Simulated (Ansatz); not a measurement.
## Preparing HfO2 (P2_1/c) as a host crystal

Aim: the runs on the perfect crystal HfO2 (P2_1/c) that a defect calculation needs first.

Program: Ansatz 0.2.0. Level of theory: plane-wave PAW DFT, r2SCAN; relaxation of the host's cell and atoms; PAW set soft_1, in the first sound run; inputs show where later runs differ. Results are calculated unless marked as measured.

Report form: the programs' logs are mostly left out.

## 1. Set-up

Symmetry: P2_1/c, No. 14, monoclinic system. Conventional cell: a = 5.094 Å, b = 5.151 Å, c = 5.276 Å, α = 90.00°, β = 99.56°, γ = 90.00°. Nearest to Hf lie 7 O at 2.03 to 2.24 Å. O has 4 Hf at 2.13 to 2.24 Å nearest. Nearest to O lie 3 Hf at 2.03 to 2.13 Å. Farther neighbours and most contacts between anions are not listed.

## 2. Host cell relaxation

Cell and atoms are relaxed together, until forces and stress fall under their thresholds.

The input, cell/input.yaml:

```yaml
crystal:
  lattice:
    - [5.094175, 0.0, 0.0]
    - [0.0, 5.1506447, 0.0]
    - [-0.876169, 0.0, 5.2029535]
  atoms:
    - { symbol: Hf, position: [0.27613578, 0.45806468, 0.70790733] }
    - { symbol: Hf, position: [0.72386422, 0.95806468, 0.79209267] }
    - { symbol: Hf, position: [0.72386422, 0.54193532, 0.29209267] }
    - { symbol: Hf, position: [0.27613578, 0.04193532, 0.20790733] }
    - { symbol: O, position: [0.44799782, 0.74252595, 0.97857799] }
    - { symbol: O, position: [0.55200218, 0.24252595, 0.52142201] }
    - { symbol: O, position: [0.55200218, 0.25747405, 0.02142201] }
    - { symbol: O, position: [0.44799782, 0.75747405, 0.47857799] }
    - { symbol: O, position: [0.06836078, 0.33075888, 0.34625278] }
    - { symbol: O, position: [0.93163922, 0.83075888, 0.15374722] }
    - { symbol: O, position: [0.93163922, 0.66924112, 0.65374722] }
    - { symbol: O, position: [0.06836078, 0.16924112, 0.84625278] }
basis:
  ecutwfc: 500
  xc_grid: 2
hamiltonian:
  xc: r2scan
  pseudopotentials: { kind: paw, azcp: { folder: soft_1 } }
kpoints:
  mp_grid: { grid: [6, 6, 6] }
scf:
  occupations: { method: fixed }
  max_iter: 100
relax:
  f_tol: 0.005
  max_steps: 60
  cell: {}
output:
  forces: true
  stress: true
checkpoint:
  write: "../cell.run"
  compress: false
  write_wavefunctions: false
  write_every: 100000
```

Command:

```sh
ansatz run input.yaml --threads 32 --pin off --max-ram 131891MiB --backend cuda --events-out ev --progress --plain --runs-dir out
```

Run time: 6.7 s. Hardware: 1 × NVIDIA GB200 with 32 threads of Arm Neoverse V2, shared host; peak memory 1.2 GiB; 31 s of CPU time.

Step by step:

```csv
step,energy less that of the first step (eV),largest force component (eV/Å),pressure (GPa),volume (Å³)
1,0.0000,0.0833,3.86,136.52
2,-0.0216,0.0283,-0.76,138.99
3,-0.0230,0.0221,-0.06,138.56
4,-0.0232,0.0074,0.05,138.51
5,-0.0234,0.0062,0.03,138.50
6,-0.0235,0.0018,0.00,138.46
7*,-0.0247,0.0019,-0.01,138.46
```

Relaxation steps marked * repeat the geometry before them on a plane-wave basis chosen anew for their cell, so energy and pressure can jump there.

Forces are held to the 4 operations that the run works with; a distortion that breaks them can't arise in this run.

```csv
cell as run,before,after,change
a (Å),5.094,5.115,+0.4 %
b (Å),5.151,5.181,+0.6 %
c (Å),5.276,5.297,+0.4 %
β (°),99.56,99.46,-0.1 %
volume (Å³/atom),11.38,11.54,+1.4 %
```

The atoms that moved most (Å, as changes of fractional coordinates times the final cell):

```csv
atom,dx,dy,dz,length
O9,0.010,0.014,-0.010,0.020
O10,-0.010,0.014,0.010,0.020
O12,0.010,-0.014,-0.010,0.020
O11,-0.010,-0.014,0.010,0.020
```

Numbers from this step:

| Property | Result |
| --- | --- |
| pressure | -0.01023 GPa |

The relaxation ends with a largest force component of 0.0019 eV/Å and a pressure of -0.01 GPa.

## 3. Dielectric tensors of the host

The response to a uniform electric field gives the electronic dielectric tensor.

This step: plane-wave PAW DFPT, PBEsol; dielectric tensors, Born charges and zone-centre modes of the host; PAW set soft_1 (Ansatz 0.2.0).

The input, eps/input.yaml:

```yaml
crystal:
  lattice:
    - [5.1147252449, 0.0, 0.0043909604]
    - [0.0, 5.1813143374, 0.0]
    - [-0.8752188019, 0.0, 5.2238375711]
  atoms:
    - { symbol: Hf, position: [0.2761773384, 0.4581728403, 0.7082614185] }
    - { symbol: Hf, position: [0.7238226616, 0.9581728403, 0.7917385815] }
    - { symbol: Hf, position: [0.7238226616, 0.5418271597, 0.2917385815] }
    - { symbol: Hf, position: [0.2761773384, 0.0418271597, 0.2082614185] }
    - { symbol: O, position: [0.4479969725, 0.7423715742, 0.9784219222] }
    - { symbol: O, position: [0.5520030275, 0.2423715742, 0.5215780778] }
    - { symbol: O, position: [0.5520030275, 0.2576284258, 0.0215780778] }
    - { symbol: O, position: [0.4479969725, 0.7576284258, 0.4784219222] }
    - { symbol: O, position: [0.0699426689, 0.3334753591, 0.3442632163] }
    - { symbol: O, position: [0.9300573311, 0.8334753591, 0.1557367837] }
    - { symbol: O, position: [0.9300573311, 0.6665246409, 0.6557367837] }
    - { symbol: O, position: [0.0699426689, 0.1665246409, 0.8442632163] }
basis:
  ecutwfc: 420
hamiltonian:
  xc: pbesol
  pseudopotentials: { kind: paw, azcp: { folder: soft_1 }, xc_functional: pbe }
kpoints:
  mp_grid: { grid: [5, 5, 5] }
scf:
  occupations: { method: fixed }
  max_iter: 100
phonons:
  method: dfpt
  dielectric: true
  rigid_motions: translations
```

Wall time 19 s (1 × NVIDIA GB200 with 32 threads); peak memory 4.5 GiB; 3.5 min of CPU time.

Electronic dielectric tensor:

```
5.04 0.00 0.14
0.00 5.06 0.00
0.14 0.00 4.74
```

Static dielectric tensor:

```
21.35  0.00  1.58
 0.00 19.46  0.00
 1.58  0.00 15.71
```

The principal values of the electronic dielectric tensor are 4.68, 5.06 and 5.09. The principal values of the static dielectric tensor are 15.30, 19.46 and 21.76.

## 4. Defect free supercell relaxed in its symmetry

This cell, the one that will hold the defects, is built from the relaxed host. Its coarser k-points can move the atoms a little, so it is relaxed from the symmetric sites, as the reference for the test of stability.

This step: plane-wave PAW DFT, r2SCAN; relaxation of the defect-free supercell in its symmetry; PAW set soft_1 (Ansatz 0.2.0).

System of this step: HfO2 (P2_1/c). The cell holds 96 atoms: 32 Hf and 64 O. Its edges and angles: a = 10.229 Å, b = 10.363 Å, c = 10.593 Å, α = 90.0°, β = 99.5°, γ = 90.0°.

The input, pristine.symmetric/input.yaml:

```yaml
crystal:
  lattice:
    - [10.2294504898, 0.0, 0.0087819208]
    - [0.0, 10.3626286749, 0.0]
    - [-1.7504376039, 0.0, 10.4476751421]
  atoms:
    - { symbol: Hf, position: [0.1380886692, 0.2290864202, 0.3541307092] }
    - { symbol: Hf, position: [0.3619113308, 0.4790864202, 0.3958692908] }
    - { symbol: Hf, position: [0.3619113308, 0.2709135798, 0.1458692908] }
    - { symbol: Hf, position: [0.1380886692, 0.0209135798, 0.1041307092] }
    - { symbol: O, position: [0.2239984862, 0.3711857871, 0.4892109611] }
    - { symbol: O, position: [0.2760015138, 0.1211857871, 0.2607890389] }
    - { symbol: O, position: [0.2760015138, 0.1288142129, 0.0107890389] }
    - { symbol: O, position: [0.2239984862, 0.3788142129, 0.2392109611] }
    - { symbol: O, position: [0.0349713344, 0.1667376796, 0.1721316082] }
    - { symbol: O, position: [0.4650286656, 0.4167376796, 0.0778683918] }
    - { symbol: O, position: [0.4650286656, 0.3332623204, 0.3278683918] }
    - { symbol: O, position: [0.0349713344, 0.0832623204, 0.4221316082] }
    - { symbol: Hf, position: [0.1380886692, 0.2290864202, 0.8541307092] }
    - { symbol: Hf, position: [0.3619113308, 0.4790864202, 0.8958692908] }
    - { symbol: Hf, position: [0.3619113308, 0.2709135798, 0.6458692908] }
    - { symbol: Hf, position: [0.1380886692, 0.0209135798, 0.6041307092] }
    - { symbol: O, position: [0.2239984862, 0.3711857871, 0.9892109611] }
    - { symbol: O, position: [0.2760015138, 0.1211857871, 0.7607890389] }
    - { symbol: O, position: [0.2760015138, 0.1288142129, 0.5107890389] }
    - { symbol: O, position: [0.2239984862, 0.3788142129, 0.7392109611] }
    - { symbol: O, position: [0.0349713344, 0.1667376796, 0.6721316081] }
    - { symbol: O, position: [0.4650286656, 0.4167376796, 0.5778683919] }
    - { symbol: O, position: [0.4650286656, 0.3332623204, 0.8278683919] }
    - { symbol: O, position: [0.0349713344, 0.0832623204, 0.9221316082] }
    - { symbol: Hf, position: [0.1380886692, 0.7290864202, 0.3541307092] }
    - { symbol: Hf, position: [0.3619113308, 0.9790864202, 0.3958692908] }
    - { symbol: Hf, position: [0.3619113308, 0.7709135798, 0.1458692908] }
    - { symbol: Hf, position: [0.1380886692, 0.5209135798, 0.1041307092] }
    - { symbol: O, position: [0.2239984862, 0.8711857871, 0.4892109611] }
    - { symbol: O, position: [0.2760015138, 0.6211857871, 0.2607890389] }
[... 60 atom lines left out ...]
    - { symbol: O, position: [0.7760015138, 0.6288142129, 0.5107890389] }
    - { symbol: O, position: [0.7239984862, 0.8788142129, 0.7392109611] }
    - { symbol: O, position: [0.5349713344, 0.6667376796, 0.6721316081] }
    - { symbol: O, position: [0.9650286656, 0.9167376796, 0.5778683919] }
    - { symbol: O, position: [0.9650286656, 0.8332623204, 0.8278683919] }
    - { symbol: O, position: [0.5349713344, 0.5832623204, 0.9221316082] }
basis:
  ecutwfc: 500
  xc_grid: 2
hamiltonian:
  xc: r2scan
  pseudopotentials: { kind: paw, azcp: { folder: soft_1 } }
kpoints:
  mp_grid: { grid: [1, 1, 1] }
scf:
  occupations: { method: fermi_dirac, width: 0.01 }
  max_iter: 100
  lower_state_search: "off"
output:
  forces: true
relax:
  f_tol: 0.015
  max_steps: 60
  escape_saddle: false
checkpoint:
  write: "../pristine.symmetric.run"
  compress: false
  write_wavefunctions: false
  write_every: 100000
```

It took 2.8 s on 1 × NVIDIA GB200 with 32 threads; peak memory 1.4 GiB; 7.4 s of CPU time.

Hardly anything moved in the relaxation; the energy changed by under 0.2 meV an atom.

## 5. Defect free supercell relaxed from displaced atoms

This step: plane-wave PAW DFT, r2SCAN; relaxation of the defect-free supercell from random displacements, a test of the host's stability; PAW set soft_1 (Ansatz 0.2.0).

pristine.rattled/input.yaml, as its differences from pristine.symmetric/input.yaml of step 4:

```diff
@@ -59,6 +59,6 @@
   f_tol: 0.015
-  max_steps: 60
-  escape_saddle: false
+  max_steps: 120
+  random_displacement: { amplitude: 0.06, seed: 2441 }
 checkpoint:
-  write: "../pristine.symmetric.run"
+  write: "../pristine.rattled.run"
   compress: false
```

Elapsed: 4.5 s, on 1 × NVIDIA GB200 with 32 threads; peak memory 1.4 GiB; 16 s of CPU time.

Step by step:

```csv
step,energy less that of the first step (eV),largest force component (eV/Å)
1,0.0000,2.2034
2,-1.8397,1.0858
3,-2.8075,0.0399
4,-2.8076,0.0430
5,-2.8108,0.0035
```

The relaxation ends 29 meV an atom lower than the displaced start, with a largest force component of 0.0035 eV/Å.

## 6. Host on a dense mesh

This step: plane-wave PAW DFT, r2SCAN; single point of the defect-free host, a test of the k-point sampling; PAW set soft_1 (Ansatz 0.2.0).

System of this step: HfO2 (P2_1/c). The structure is monoclinic, space group P2_1/c (No. 14). Conventional cell: a = 5.115 Å, b = 5.181 Å, c = 5.297 Å, α = 90.00°, β = 99.46°, γ = 90.00°. Hf has 7 O at 2.04 to 2.25 Å nearest. Nearest to O lie 4 Hf at 2.14 to 2.25 Å. O has 3 Hf at 2.04 to 2.14 Å nearest. Farther neighbours and most contacts between anions are not listed.

dense/input.yaml, as its differences from eps/input.yaml of step 3:

```diff
@@ -19,14 +19,17 @@
 basis:
-  ecutwfc: 420
+  ecutwfc: 500
+  xc_grid: 2
 hamiltonian:
-  xc: pbesol
-  pseudopotentials: { kind: paw, azcp: { folder: soft_1 }, xc_functional: pbe }
+  xc: r2scan
+  pseudopotentials: { kind: paw, azcp: { folder: soft_1 } }
 kpoints:
-  mp_grid: { grid: [5, 5, 5] }
+  mp_grid: { grid: [6, 6, 6] }
 scf:
-  occupations: { method: fixed }
+  occupations: { method: fermi_dirac, width: 0.01 }
   max_iter: 100
-phonons:
-  method: dfpt
-  dielectric: true
-  rigid_motions: translations
+  lower_state_search: "off"
+checkpoint:
+  write: "../dense.run"
+  compress: false
+  write_wavefunctions: false
+  write_every: 100000
```

Run time: 2.2 s. Hardware: 1 × NVIDIA GB200 with 32 threads; peak memory 1.2 GiB; 5.4 s of CPU time.

## 7. Defect free supercell at the zone centre

The supercell is run at the zone centre, to see how far that sampling misses the dense mesh.

System of this step: HfO2 (P2_1/c). The cell holds 96 atoms: 32 Hf and 64 O. Cell: a = 10.229 Å, b = 10.363 Å, c = 10.593 Å, α = 90.0°, β = 99.5°, γ = 90.0°.

pristine.sampling_gamma/input.yaml, as its differences from pristine.rattled/input.yaml of step 5:

```diff
@@ -55,10 +55,4 @@
   lower_state_search: "off"
-output:
-  forces: true
-relax:
-  f_tol: 0.015
-  max_steps: 120
-  random_displacement: { amplitude: 0.06, seed: 2441 }
 checkpoint:
-  write: "../pristine.rattled.run"
+  write: "../pristine.sampling_gamma.run"
   compress: false
```

Run time: 1.9 s. Hardware: 1 × NVIDIA GB200 with 32 threads; peak memory 1.3 GiB.

## 8. Outcome

| Property | Result |
| --- | --- |
| primitive cell vectors, lengths | 5.115, 5.181, 5.297 Å |
| electronic dielectric constant | principal values (4.68, 5.06, 5.09) |
| static dielectric constant | principal values (15.30, 19.46, 21.76) |
| gap on the k-mesh of the response run (PBEsol) | 4.04 eV |
| supercell relaxed in its symmetry less the displaced and relaxed one | 0.000 eV |
| energy an atom at the zone centre alone less that on the dense mesh | 0.003 eV |

**Reading.** Step 5: The energy fell by 2.811 eV from the randomly displaced start; the atoms end within 0.005 Å of the sites as typed, once the mean shift is taken out. The displaced cell ends within 0.01 eV of the symmetric one relaxed in its symmetry, so no lower structure shows in this supercell. The k-mesh can miss the band edges, so this gap is an upper bound at this level. All at zero temperature.

[Logs are printed without paths, hosts, clocks, repeated set-up lines and the standing remarks that a program may print on its own settings, such as how far it seeks lower states.]

[Hosts, paths, dates, database ids (printed as entryN), source tags and the programs' standing remarks are cut or masked in the printed files.]

[Runs of the host that timed out are not shown.]

[For some hosts the program warned that the k-mesh of the response run may be too coarse for force constants and the static dielectric constant; such warnings are not always shown.]
